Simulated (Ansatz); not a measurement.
Crystal: Al.

```
Al
1.0
     0.00000    2.02481    2.02481
     2.02481    0.00000    2.02481
     2.02481    2.02481    0.00000
Al
1
Cartesian
  0.0000 0.0000 0.0000
```

Below is the output of Ansatz 0.2.0 for this cell. Logs are shortened: lines on timing, memory, paths and dates and some standing lists are left out, and cuts for length are marked.

```text
Warning: RAYON_NUM_THREADS=2 ignored (pool sized by the plan → 2); use --threads N
Engine: ansatz 0.2.0, aarch64-unknown-linux-gnu
Pseudopotentials: kind: paw
Pseudopotential: Al, paw, valence charge 3, recommended cutoff 420 eV (normal), Al.paw.azcp
Functional definition: SPW92
  exchange = slater_x
  correlation = pw_c
Crystal: 1 atoms, lattice volume = 16.603 Å³
Basis set: ecut = 420 eV, 331 PW (Γ)
Bands: 6, of which v1, the nominal top of the filled ones, is band 2 counted from 1 (1 counted from 0)
Symmetry: 48 space group operations
Space group: Fm-3m (ITA 225), of the structure as read, at distance tolerance 2.6e-5 Å
k-points: 29 of 512
Non-local potential: Al, projectors of the file, l = 0: 2, l = 1: 2, l = 2: 1
PAW form: soft (Blöchl's): semilocal exchange-correlation on the pseudo side does not see the compensation charge
PAW frozen core: Al, regenerated for the run's functional, and the local potential with it (the file was generated under x = pbe(κ = 0.804, μ = 0.2195149727645171), c = pbe(β = 0.06672455060314922))
PAW one-centre angular grid: Al, 110 points (default); XC on 64 Gauss nodes
Initial density: superposition of atomic densities (neutral atoms: chi_scale 0, normalization atom), corrected by the library's trained network
Initial wavefunctions: pseudopotential atomic-orbital guess
Functional: x = slater, c = lda
SCF iter   1: F=—  HF=-512.865510 eV  |F-HF|=—  |Δ(HF+E_count)|=         —  Δρ=3.42e-3  dr2=1.99e-3  ethr=1.77e-3  ⟨swp⟩=4.7  Hψ=1579  notcnv=0
preconditioner: auto → none  [insulator: Δε(μ)=0.435 eV  Ē_g=13.065 eV  σ=0.050 eV  W_gap=0.86  n_scr=0 (ndim 8)  ℏωp=15.8 eV  f_vac=0.000  D(μ)=0.47/eV (n_scr^D=0)  ε∞_Penn≈2.5]
SCF iter   2: F=—  HF=-512.864839 eV  |F-HF|=—  |Δ(HF+E_count)|=   6.71e-4  Δρ=1.53e-3  dr2=3.85e-4  ethr=6.62e-5  ⟨swp⟩=1.0  Hψ=407  notcnv=0
SCF iter   3: F=—  HF=-512.864686 eV  |F-HF|=—  |Δ(HF+E_count)|=   1.53e-4  Δρ=4.14e-5  dr2=1.29e-7  ethr=1.28e-5  ⟨swp⟩=1.9  Hψ=196  notcnv=0
SCF iter   4: F=—  HF=-512.864687 eV  |F-HF|=—  |Δ(HF+E_count)|=   8.06e-7  Δρ=4.67e-6  dr2=1.54e-9  ethr=4.29e-9  ⟨swp⟩=1.3  Hψ=175  notcnv=0
SCF iter   5: F=—  HF=-512.864687 eV  |F-HF|=—  |Δ(HF+E_count)|=  7.19e-10  Δρ=2.74e-7  dr2=4.46e-12  ethr=5.14e-11  ⟨swp⟩=2.1  Hψ=204  notcnv=0
[... 55 lines left out ...]
  E_vpaw       = -3.961428  (= ΣTr[D̂ρ^β])
  E_aug_tail   = -0.000004  (compensation charges beyond the density's cutoff)
  E_ewald      = -73.363052
  E_core_change = 0.055717  (= ΣΔE_core)
  E_smearing   = -0.004084  (= −TS)
  E_closure    = 0.000000  (closes the sum)
  Σ components = -512.864687   (vs F -512.864687, Δ=0.00e0)
--- Forces (eV/Å), atoms counted from 1 ---
  atom   1  Al     0.00000000    -0.00000000    -0.00000000
  max |Σ_I F_I| component: 4.52e-32 eV/Å
--- Stress (GPa, compression-positive) ---
       -3.730383       0.000000       0.000000
        0.000000      -3.730383      -0.000000
        0.000000       0.000000      -3.730383
  P = ⅓ Tr σ = -3.7304 GPa (-37.304 kbar)
--- Band table (eV; the first three rows and the last of 29) ---
  k-point 0: bands = ["-3.3794", "20.1008", "20.1008", "20.1008", "21.4882", "21.4882"]
  k-point 1: bands = ["-2.9579", "15.8900", "19.1588", "19.1588", "22.2265", "22.9847"]
  k-point 2: bands = ["-1.7010", "11.0773", "18.4049", "18.4049", "21.9075", "22.1516"]
  k-point 28: bands = ["6.8589", "6.8589", "7.8920", "8.6309", "23.2823", "23.2823"]
--- Elastic constants: 2 strain directions × 2 members + reference (group order 48) ---
  dense FFT box of the reference and of every strained cell: 20×20×20
  strains applied: 11, 23; error gains: componentwise 1.00 (the most a stress slope's error grows in a printed constant), spectral 1.73 (1 for all six strains in a standard setting)
  C = ∂σ_k/∂η_j (tension-positive GPa; Voigt order 11 22 33 23 13 12):
       189.299     12.183     12.183      0.000     -0.000     -0.000
        12.183    189.299     12.183     -0.000     -0.000      0.000
        12.183     12.183    189.299     -0.000     -0.000      0.000
         0.000     -0.000     -0.000    -78.988      0.000      0.000
         0.000     -0.000     -0.000     -0.000    -78.988     -0.000
         0.000     -0.000      0.000      0.000      0.000    -78.988
  reference stress σ⁰ (GPa):      3.730      3.730      3.730     -0.000     -0.000     -0.000
  C* (energy form; C + prestress term) asymmetry max|C*_kj − C*_jk| = 2.132e-14 GPa — a small one proves nothing (zero by symmetry where the batch's group is 432, −43m or m−3m); a large one is finite-difference/SCF noise where every solve meets its electron count
  moduli (Voigt/Reuss/Hill, GPa): K = 71.22/71.22/71.22   G = -11.97/-324.75/-168.36   E = -2382.04   ν = 6.074
  mechanically stable: NO (min eigenvalue of sym C = -78.99 GPa)
  strain η (Voigt 11):  stress-route row diagonal C_11 = 189.30 GPa, energy-path curvature d²(F+E_count+ΔE)/dδ²/Ω₀ = 189.30 GPa
         δ    σ_11 (GPa)             F (eV)   n_scf  n_hpsi   n_pw
    -2.000e-3       3.3467        -512.8654291       5    6355    332   relax 0 steps, max|allowed force component| 0.00e0 eV/Å
     2.000e-3       4.1039        -512.8638895       3    5551    332   relax 0 steps, max|allowed force component| 0.00e0 eV/Å
  strain η (Voigt 23):  stress-route row diagonal C_44 = -78.99 GPa, energy-path curvature d²(F+E_count+ΔE)/dδ²/Ω₀ = -82.05 GPa
         δ    σ_23 (GPa)             F (eV)   n_scf  n_hpsi   n_pw
    -2.000e-3       0.1580        -512.8647128       5   10007    332   relax 0 steps, max|allowed force component| 0.00e0 eV/Å
     2.000e-3      -0.1580        -512.8647128       4    8891    332   relax 0 steps, max|allowed force component| 0.00e0 eV/Å
```

What input gives this log?

Elastic constants with LDA, no spin polarisation. The files as run (others can give the same):

input.yaml
```yaml
crystal:
  lattice:
    - [0.0, 2.024805, 2.024805]
    - [2.024805, 0.0, 2.024805]
    - [2.024805, 2.024805, 0.0]
  atoms:
    - { symbol: Al, position: [0.0, 0.0, 0.0] }
hamiltonian:
  xc: lda
  pseudopotentials: { kind: paw }
kpoints:
  mp_grid: { grid: [8, 8, 8] }
scf:
  occupations: { method: fermi_dirac, width: 0.05 }
output:
  forces: true
  stress: true
elastic:
  mode: relaxed_ion
  stencil: two_point
```

Potentials or basis: Ansatz PAW.
Run with:
```sh
$ ansatz run input.yaml --threads 2 --pin off --max-ram 5632MiB --backend cpu --events-out ev --progress --plain --runs-dir out
```

Caveat: the cell is more than 3 GPa from zero pressure, which shifts response properties; the elastic tensor has a negative eigenvalue, so either the cell is unstable as it stands or the mesh is too thin; the PAW data sets come from PBE, with cores solved anew for the run's functional, which leaves a small shift of forces and pressure.
